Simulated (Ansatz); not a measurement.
Method: DFT PBE, scalar-relativistic, plane waves, PAW in Ansatz 0.2.0. Settings: cutoff 420 eV, Γ-centred meshes spaced at most about 0.3 Å⁻¹, and about 0.25 Å⁻¹ or finer for metals (2π included), Gaussian smearing. No spin polarisation.

These are static total energies at zero pressure.

Two relaxed structures of In3GaAs4:

A. Space group R3m (No. 160), trigonal, a = 4.299 Å, c = 42.190 Å. In on its first site is surrounded by 4 As at 2.65–2.67 Å; around In on its second site lie 4 As at 2.65–2.68 Å; In on its third site is surrounded by 4 As at 2.65–2.67 Å; around Ga lie 4 As at 2.49–2.59 Å; around As on its first site lie 4 In at 2.65–2.67 Å; 3 more sites not described.

B. Space group P-4m2 (No. 115), tetragonal, a = 4.290 Å, c = 12.202 Å. Around In on a site of symmetry 2mm lie 4 As at 2.66–2.67 Å; around In on a site of symmetry -4m2 lie 4 As at 2.66 Å; Ga has 4 As at 2.54 Å; As on its first site is surrounded by 2 Ga at 2.54 Å and 2 In at 2.67 Å; As on its second site has 4 In at 2.66 Å.

Question: Which placement of the atoms is lower in energy, and by how much?

Answer: They are level within the accuracy (6 meV/atom apart, with B the lower in these runs). The two share one framework of sites and differ in which element sits where. A has In and Ga ordered on zinc blende sites, space group R3m (No. 160), 28.1 Å³/atom and no gap on its mesh; B has In and Ga ordered on zinc blende sites, space group P-4m2 (No. 115), 28.1 Å³/atom and no gap. Counting As atoms around Ga and In (those within 1.25 times the shortest such distance or 1.15 times the sum of covalent radii, 1.27 where that leaves under three), A and B both have In 4, Ga 4. Both come from invented guesses. Shaken at random and relaxed again, B came back. The lowest form computed isn't among them: it has In and Ga ordered on zinc blende sites, space group I-42m (No. 121), 28.0 Å³/atom and lies 7 meV/atom below the best shown.

The k mesh leaves some 4 meV/atom of noise in the energy of each metallic cell. The zero gap of R3m, P-4m2 may come from the functional, which often closes small gaps. Cells without such a test can be saddle points.
